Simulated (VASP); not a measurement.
A run of VASP 6.6.1 is set up as follows.

File INCAR:

```
SYSTEM = Ag
PREC = Accurate
ENCUT = 600
EDIFF = 1E-7
ISMEAR = 1
SIGMA = 0.1
LREAL = .FALSE.
LASPH = .TRUE.
NELM = 80
ALGO = Normal
ISIF = 2
LWAVE = .FALSE.
LCHARG = .FALSE.
METAGGA = R2SCAN
LMIXTAU = .TRUE.
IBRION = 2
NSW = 40
EDIFFG = -0.01
```

File KPOINTS:

```
Automatic mesh
0
G
  16 16 16
  0 0 0
```

Contents of POSCAR:

```
Ag                                      
1.0
    0.0000000000      2.0666663784      2.0666663784
    2.0666663784      0.0000000000      2.0666663784
    2.0666663784      2.0666663784      0.0000000000
  Ag            
     1
Direct
     0.0000000000000000    0.0000000000000000    0.0000000000000000
```

Potentials or basis: VASP PAW PBE potentials, release 64 (Ag).

Launch:

```console
$ cat potpaw_PBE.64/Ag/POTCAR > POTCAR
$ mpirun -np 1 vasp_std > vasp.out
```

(1) What does it give for the band gap on the k mesh?

Answers

(1) none (metal or under the smearing width).

Caveat: the relaxation stopped at its first step, so nothing moved.
